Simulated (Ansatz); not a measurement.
# TiH under changes of volume

One of the cells (9.125 Å³/atom); the others are scaled copies at fixed shape and fractional positions:

```
CELL_PARAMETERS angstrom
0.00000 2.08970 2.08970
2.08970 0.00000 2.08970
2.08970 2.08970 0.00000
ATOMIC_POSITIONS crystal
Ti 0.00000 0.00000 0.00000
H 0.50000 0.50000 0.50000
```

The cell comes from a database or a generator and needn't be the stable form of this composition.

```yaml
Program: Ansatz 0.2.0
Functional: LDA
Potentials_or_basis: all-electron LAPW, scalar-relativistic
Cutoff: 255 eV (chosen from the basis error)
Basis_error_allowed: 0.001 eV/atom
k_mesh: 11 × 11 × 11
Occupations: gaussian, width 0.05 eV
Spin: no spin polarisation
```

```tsv
volume (Å³/atom)	energy over the lowest point (meV/atom)	pressure (GPa)
8.578	0.00	1.0
8.760	0.78	-2.2
8.943	?	?
9.125	12.36	-7.8
9.308	22.58	-10.2
9.490	35.44	-12.4
9.673	50.70	-14.4
```

**Question.** What does the run at 8.943 Å³/atom give?

**Answer.** Energy over the lowest point 5.00 meV/atom; pressure -5.1 GPa.

Worked out: A Birch-Murnaghan fit of order 3 (a polynomial in V^(-2/3)) to the other rows has its minimum at 8.63 Å³/atom with B0 = V·E''(V) = 152 GPa and B' = 3.3. It gives 5.01 meV/atom at 8.943 Å³/atom, against the run's 5.00, and -dE/dV = -5.1 GPa, against -5.1.

Energies are extrapolated to zero smearing.
